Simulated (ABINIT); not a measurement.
Crystal: BaTiO3.

```
CELL_PARAMETERS angstrom
4.00600 0.00000 0.00000
0.00000 4.00600 0.00000
0.00000 0.00000 4.00600
ATOMIC_POSITIONS crystal
Ba 0.50000 0.50000 0.50000
Ti 0.00000 0.00000 0.00000
O 0.00000 0.00000 0.50000
O 0.00000 0.50000 0.00000
O 0.50000 0.00000 0.00000
```

```yaml
Program: ABINIT 10.8.3 (patched build)
Task: single point
Functional: PBE
Potentials_or_basis: JTH PAW PBE v2.0
Cutoff: 626 eV
k_mesh: 7 × 7 × 7
Occupations: fermi-dirac, width 0.05 eV
Spin: no spin polarisation
```

On this cell: pressure 2.8 GPa; largest force zero by symmetry; band gap on the k mesh 1.82 eV, indirect (least direct gap 1.90 eV).

The same run follows on a disturbed copy (atoms moved at random, drawn with an rms of 0.05 Å):

```xyz
5
Lattice="4.0060 0.0000 0.0000 0.0000 4.0060 0.0000 0.0000 0.0000 4.0060" Properties=species:S:1:pos:R:3 pbc="T T T"
Ba    2.0013    1.9758    2.0281
Ti    0.0003   -0.0082   -0.0438
O     0.0135    0.0306    1.9756
O     0.0010    1.9788    0.0272
O     2.0135   -0.0262    0.0342
```

Question: What changes?

Answer: The energy moves by +7.0 meV/atom; pressure 2.8 GPa; largest force 0.735 eV/Å; band gap on the k mesh 1.82 eV, indirect (least direct gap 1.91 eV).

Forces in eV/Å, atoms in the order of the input:
```
Ba   0.037  0.120 -0.286
Ti  -0.054  0.038  0.242
O   -0.028 -0.288  0.676
O    0.032  0.147 -0.298
O    0.014 -0.017 -0.334
```

Stress tensor (GPa, compression positive):
```
 2.89  0.02  0.02
 0.02  2.92 -0.04
 0.02 -0.04  2.70
```

Caveats: this set's barium file shifts pressures by 1.5 GPa and gaps by 0.1 eV against other sets; spin-orbit coupling is left out, which moves the levels of the heavy elements; an odd mesh through Γ misses points on the zone boundary, where band edges often lie.
